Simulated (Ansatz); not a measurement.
Input and output of a one-shot G0W0 calculation on MgSe (rocksalt) (Ansatz, G0W0@PBE with 224 empty bands, a screening cutoff of 180 eV and a 6×6×6 mesh, norm-conserving potentials). Cell and atoms come from a relaxation with r2SCAN.

input.yaml:
```yaml
crystal:
  lattice:
    - [0.0, 2.7362693767, 2.7362693767]
    - [2.7362693767, 0.0, 2.7362693767]
    - [2.7362693767, 2.7362693767, 0.0]
  atoms:
    - { symbol: Mg, position: [0.0, 0.0, 0.0] }
    - { symbol: Se, position: [0.5, 0.5, 0.5] }
kpoints:
  mp_grid: { grid: [6, 6, 6] }
hamiltonian:
  xc: pbe
  pseudopotentials: { kind: nc }
scf:
  occupations: { method: fixed }
gw:
  n_empty_bands: 224
  ecut_chi: 180
  qp_bands: [v2, c2]
  qp_kpoints: band_edges
  screening: { model: contour_deformation }
```

It took 26 s on 1 × NVIDIA H100 80GB HBM3 with 1 thread of AMD EPYC 7R13 Processor (Zen 3), with other jobs on the host, load about 2.1 per core; peak host memory 1.6 GiB.

**Question.** What will the output look like, and what does it show?

**Answer.** What the program printed (shortened):
```
Functional definition: PBE
Crystal: 2 atoms, lattice volume = 40.974 Å³
Basis set: ecut = 1170.089609 eV, 3719 PW (Γ)
Bands: 17, of which v1, the nominal top of the filled ones, is band 13 counted from 1 (12 counted from 0)
Symmetry: 48 space group operations
Space group: Fm-3m (ITA 225)
k-points: 16 of 216
preconditioner: auto → none  [insulator: Δε(μ)=1.124 eV  ℏωp=16.4 eV]
SCF 1 converged in 6 iterations: F = -4917.733811 eV  dr2 = 5.53e-8
SCF converged after 6 iterations
Free energy (F): -4917.733811 eV
Fermi energy:    7.918256 eV
--- Band table (eV; the first three rows and the last of 16) ---
  k-point 0: bands = […, -34.2456, -34.2456, -4.9620, 7.9183, 7.9183, 7.9183, 10.4373, 15.3511, 15.3511, 15.3511]
  k-point 1: bands = […, -34.2456, -34.2456, -4.7347, 6.1064, 7.7544, 7.7544, 11.7486, 15.0456, 15.5154, 15.5154]
  k-point 2: bands = […, -34.2457, -34.2457, -4.1977, 3.9518, 7.4728, 7.4728, 11.9136, 14.4677, 14.4677, 16.4112]
  k-point 15: bands = […, -34.2473, -34.2467, -3.5329, 4.1543, 5.2890, 5.5597, 11.4797, 13.7369, 16.0769, 17.3637]
--- G₀W₀: contour deformation, 7 samples at zero and on the imaginary axis and 2 off it, 216 q-points, 224 empty bands' worth ---
    ik  band        ε_KS         Σx   Σc(E_QP)       V_xc       Z   E_QP_lin       E_QP  E_QP is
     0    12      7.9183   -17.6573     1.5467   -15.1558  0.7779     6.9524     6.9635  root
     0    13      7.9183   -17.6573     1.5467   -15.1558  0.7779     6.9524     6.9635  root
     0    14     10.4373    -8.8193    -3.8985   -13.0399  0.8054    10.7604    10.7594  root
     0    15     15.3511    -4.6541    -4.4988    -9.3889  0.7848    15.5880    15.5871  root
     1    12      7.7544   -17.5042     1.5939   -14.9433  0.7768     6.7756     6.7873  root
     1    13      7.7544   -17.5042     1.5939   -14.9433  0.7768     6.7756     6.7873  root
     1    14     11.7486    -8.6199    -4.0151   -12.9362  0.7988    12.0507    12.0497  root
     1    15     15.0456    -5.7522    -4.5588   -10.5463  0.7791    15.2819    15.2810  root
     2    12      7.4728   -17.3104     1.6861   -14.6349  0.7747     6.4706     6.4835  root
     2    13      7.4728   -17.3104     1.6861   -14.6349  0.7747     6.4706     6.4835  root
     2    14     11.9136    -6.6025    -4.0088   -10.8577  0.8033    12.1607    12.1601  root
     2    15     14.4677    -5.6957    -4.5022   -10.5161  0.7806    14.7875    14.7859  root
     3    12      7.3497   -17.2445     1.7268   -14.5185  0.7738     6.3371     6.3506  root
     3    13      7.3497   -17.2445     1.7268   -14.5185  0.7738     6.3371     6.3506  root
     3    14     11.7359    -6.3695    -3.9397   -10.5356  0.8051    11.9629    11.9624  root
     3    15     14.0192    -5.8161    -4.3972   -10.5352  0.7842    14.3426    14.3410  root
     6    12      6.2871   -16.4178     1.9932   -13.4093  0.7645     5.2546     5.2719  root
     6    13      6.9832   -17.0164     1.8321   -14.1726  0.7708     5.9568     5.9716  root
     6    14     12.1921    -6.2565    -4.0975   -10.6130  0.7976    12.4519    12.4511  root
     6    15     13.7079    -7.0322    -4.3759   -11.6932  0.7845    13.9942    13.9930  root
     8    12      6.6591   -16.6138     1.9069   -13.6953  0.7680     5.6316     5.6475  root
     8    13      7.7263   -17.4747     1.6005   -14.9010  0.7766     6.7411     6.7530  root
     8    14     12.9910    -7.9917    -4.3190   -12.6447  0.7907    13.3266    13.3251  root
     8    15     14.5766    -6.4050    -4.7220   -11.4466  0.7715    14.8979    14.8962  root
     9    12      6.5084   -16.8740     2.0043   -13.8384  0.7658     5.4600     5.4772  root
     9    13      6.5084   -16.8740     2.0043   -13.8384  0.7658     5.4600     5.4772  root
     9    14     10.8095    -6.9566    -3.8643   -11.0773  0.8003    11.0666    11.0659  root
     9    15     12.4364    -4.5266    -3.9578    -8.6094  0.8059    12.5615    12.5612  root
    10    12      5.5127   -16.1609     2.2748   -12.8558  0.7541     4.4601     4.4824  root
    10    13      6.4053   -16.8362     2.0330   -13.7674  0.7649     5.3520     5.3696  root
    10    14     10.6987    -6.9190    -3.8016   -10.9543  0.8012    10.9330    10.9324  root
    10    15     13.1255    -5.4000    -4.1100    -9.6740  0.7977    13.2898    13.2895  root
    12    12      6.1653   -16.8005     2.1210   -13.6339  0.7620     5.1010     5.1199  root
    12    13      6.1653   -16.8005     2.1210   -13.6339  0.7620     5.1010     5.1199  root
    12    14      9.7136    -7.0025    -3.6216   -10.8464  0.8042     9.9363     9.9359  root
    12    15     11.9220    -4.6031    -3.8550    -8.5673  0.8082    12.0313    12.0311  root
```
Iteration counts and the last digits belong to this one run.

The rows of the band table are 0: (0, 0, 0) = Γ, 1: (0, 0, 1/6), 2: (0, 0, 1/3), 15: (1/6, -1/2, -1/3).

The points are ik 0 = (0, 0, 0) (Γ), ik 1 = (0, 0, 1/6), ik 2 = (0, 0, 1/3), ik 3 = (0, 0, -1/2), ik 6 = (0, 1/6, -1/2), ik 8 = (0, 1/6, -1/6), ik 9 = (0, 1/3, 1/3), ik 10 = (0, 1/3, -1/2), ik 12 = (0, -1/2, -1/2); band 13 is the last filled one.

The quasiparticle gap on this mesh is 2.97 eV (Γ to k = (0, -1/2, -1/2)), against 1.80 eV from PBE: +1.17 eV. Renormalisation factors Z lie between 0.75 and 0.81. The G0W0 figures hold for the stated bands, cutoff and mesh and aren't extrapolated.

No spin polarisation and no zero-point or thermal motion.

The runs are scalar-relativistic, without spin-orbit coupling.
